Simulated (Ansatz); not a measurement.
**Stress against strain in BaTiO₃**

```
CELL_PARAMETERS angstrom
4.00730 0.00000 0.00000
0.00000 4.00730 0.00000
0.00000 0.00000 4.00730
ATOMIC_POSITIONS crystal
Ba 0.50000 0.50000 0.50000
Ti 0.00000 0.00000 0.00000
O 0.50000 0.00000 0.00000
O 0.00000 0.50000 0.00000
O 0.00000 0.00000 0.50000
```

Atoms are numbered in the order listed.

The cell is COD entry 1507757, as deposited and not checked against the literature; nothing was relaxed.

Spin–orbit coupling is left out, though it moves levels of the heavy atoms by tenths of an eV or more.

Method: DFT, PBE, all-electron LAPW, scalar-relativistic (Ansatz 0.2.0).

Settings: a Γ-centred 8×8×8 k mesh, Fermi–Dirac smearing of 0.05 eV, basis error target 1 meV/atom, no spin polarisation.

The strain is applied along the Cartesian axes of the cell as listed (the other components stay zero). Fractional coordinates are held (clamped ions).

σ is the change of stress from the unstrained cell, which is at 1.50 GPa; tension is positive, so slopes are stress–strain coefficients at that pressure.

Only quantities that a quadratic follows smoothly over the whole series are listed; rougher ones are left out.

```tsv
εzz	σzz (GPa)	σxx (GPa)
-0.0300	-10.31	-3.48
-0.0200	-6.52	-2.26
0.0000	0.00	0.00
0.0100	2.79	1.04
0.0200	5.30	2.03
0.0300	7.56	2.97
```

(1) Fit the series and read off the stiffness at zero strain.

(2) One run, at εzz = -0.0100, is withheld. Predict its row.

## Answers

(1) Least-squares fits y = p0 + p1 x + p2 x² to the rows give σzz (GPa): p1 = 297, p2 = -1500; σxx (GPa): p1 = 107, p2 = -280. So C11 = 297 GPa and C12 = 107 GPa, which gives B = (C11 + 2 C12)/3 = 170 GPa.

(2) The fits give -3.13, -1.11; the run gave -3.09, -1.10.
